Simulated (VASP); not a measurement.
A run of VASP 6.6.1 is set up as follows.

INCAR

```
PREC = Accurate
ENCUT = 520
EDIFF = 1E-7
ISMEAR = 0
SIGMA = 0.023
LREAL = False
LASPH = True
NELM = 60
ALGO = Normal
ISIF = 2
LWAVE = False
LCHARG = False
GGA = PE
```

Contents of KPOINTS:

```
Automatic mesh
0
Gamma
  8 8 5
```

The input POSCAR:

```
ZnS
1.0
    3.8110000000      0.0000000000      0.0000000000
   -1.9055000000      3.3004228138      0.0000000000
    0.0000000000      0.0000000000      6.2340000000
Zn S
2 2
Direct
    0.6666666667      0.3333333333      0.5000000000
    0.3333333333      0.6666666667      0.0000000000
    0.6666666667      0.3333333333      0.8850000000
    0.3333333333      0.6666666667      0.3850000000
```

Potentials or basis: VASP PAW PBE potentials, release 64 (Zn, S).

Command:

```bash
$ cat potpaw_PBE.64/Zn/POTCAR potpaw_PBE.64/S/POTCAR > POTCAR
$ mpirun -np 1 vasp_std > vasp.out
```

Problem. What does it give for the band gap on the k mesh?

Solution. 2.25 eV, direct.

Problem. What does it give for the pressure?

Solution. 2.5 GPa.

Problem. Estimate the largest force.

Solution. 0.323 eV/Å.

Stress tensor (GPa, compression positive):
```
3.19 0.00 0.00
0.00 3.19 0.00
0.00 0.00 1.13
```

**Measured values to compare with.**

A printed reference work, monograph reports, for a bulk crystal of ZnS at 4 K: band gap 3.911 eV (direct).

Against the measured gap of ZnS, 3.911 eV (direct; 4 K; a printed reference work, monograph), the calculated 2.25 eV is off by -1.66 eV. The value is that of PBE, without temperature or zero-point motion. Semilocal functionals fall short of measured gaps as a rule.
